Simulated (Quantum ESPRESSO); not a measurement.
The system is BAs.

```
As B
1.0
     0.00000    2.38850    2.38850
     2.38850    0.00000    2.38850
     2.38850    2.38850    0.00000
As B
1 1
Direct
  0.75000 0.75000 0.75000
  0.00000 0.00000 0.00000
```

Base run:

- Program: Quantum ESPRESSO 7.5
- Functional: PBEsol
- Potentials or basis: PseudoDojo 0.4.1 SR PBEsol standard
- Cutoff: 1143 eV
- Density cutoff: 4572 eV
- k mesh: 10 × 10 × 10
- Occupations: fermi-dirac, width 0.05 eV
- Spin: no spin polarisation

Its results: band gap on the k mesh 1.10 eV, indirect (least direct gap 3.26 eV); pressure -0.7 GPa.

Task: The run is repeated on the same cell with these changes: functional from PBEsol to LDA; potentials or basis from PseudoDojo 0.4.1 SR PBEsol standard to PseudoDojo 0.4.1 SR LDA standard; cutoff from 1143 eV to 1088 eV; density cutoff from 4572 eV to 4354 eV. What comes out?

Result: Band gap on the k mesh 1.14 eV, indirect (least direct gap 3.26 eV); pressure -4.2 GPa.
